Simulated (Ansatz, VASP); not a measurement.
# Ba in VASP and in Ansatz

```
Ba
1.0
     4.31161    0.00000    0.00000
    -2.15581    3.73397    0.00000
     0.00000    0.00000    3.91341
Ba
1
Direct
  0.00000 0.00000 0.00000
```

This isn't the form of Ba at room conditions, which is bcc.

Alike in both runs: task single point; functional PBE; k mesh 6 × 6 × 6; occupations fermi-dirac, width 0.1 eV; no spin polarisation.

```csv
,VASP,Ansatz
version,VASP 6.6.1,Ansatz 0.2.0
potentials or method,"VASP PAW PBE potentials, release 64 (Ba_sv)","plane waves, PAW"
plane-wave cutoff (eV),520,510
valence electrons in the cell,10,10
```

Ansatz gave:

- gap on the k mesh at the Fermi level (eV): none
- pressure (GPa): -0.1
- largest component of the traceless stress (GPa): 0.58

Problem. What did VASP give for the same quantities?

Solution. gap on the k mesh at the Fermi level (eV): none; pressure (GPa): 0.0; largest component of the traceless stress (GPa): 0.62.

A gap of «none» marks a metal or a gap that the smearing closes. The functional is the same, so the differences come from potentials, cutoffs and numerics.

Spin-orbit coupling is left out, which matters for the levels of Ba.
